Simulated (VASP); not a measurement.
Wanted: the native input for a VASP 6.6.1 run.

| Quantity | Value |
| --- | --- |
| Task | single point |
| Functional | RPBE |
| Potentials or basis | VASP PAW PBE potentials, release 64 (Sb) |
| Cutoff | 520 eV |
| k mesh | 14 × 14 × 4 |
| Occupations | fermi-dirac, width 0.1 eV |
| Spin | no spin polarisation |
| Dipole correction | no |
| Further INCAR settings | ALGO = Fast; EDIFF = 1e-07; NBANDS = 18 |

The structure of Sb lies in POSCAR:

```
Sb
1.0
    3.3671252294      0.0000000000      0.0000000000
   -1.6835626147      2.9160159864      0.0000000000
    0.0000000000      0.0000000000     11.4324496523
Sb
4
Direct
    1.0000000000      1.0000000000      0.0000000000
    1.0000000000      1.0000000000      0.5000000000
    0.3333333333      0.6666666667      0.2500000000
    0.6666666667      0.3333333333      0.7500000000
```

This isn't the form of Sb at room conditions, which is rhombohedral.

The input as run:

INCAR

```
PREC     = Accurate       # precision mode
ENCUT    = 520            # plane-wave cutoff, eV
EDIFF    = 1E-7           # SCF threshold, eV
ISMEAR   = -1             # smearing method
SIGMA    = 0.1            # smearing width, eV
LREAL    = F              # projectors in reciprocal space
LASPH    = T              # aspherical terms in the spheres
NELM     = 100            # most SCF steps
ALGO     = Fast           # electronic algorithm
ISIF     = 2              # what is computed and relaxed
LWAVE    = F              # write WAVECAR
LCHARG   = F              # write CHGCAR
GGA      = RP             # functional
NBANDS   = 18             # bands
```

KPOINTS

```
regular mesh
0
Gamma
  14 14 4
```

Potentials or basis: VASP PAW PBE potentials, release 64 (Sb).

Command:

```console
$ cat potpaw_PBE.64/Sb/POTCAR > POTCAR
$ mpirun -np 1 vasp_std > vasp.out
```

Results of the run:

```yaml
Pressure: -0.2 GPa
Band_gap_on_the_k_mesh: none (metal or under the smearing width)
```

Caveat: the PAW data sets were made with another functional, which shifts forces and pressure a little.

It took 110 s on 1 thread of Intel(R) Xeon(R) Platinum 8488C (Sapphire Rapids), on a shared host, peak memory 0.3 GiB.
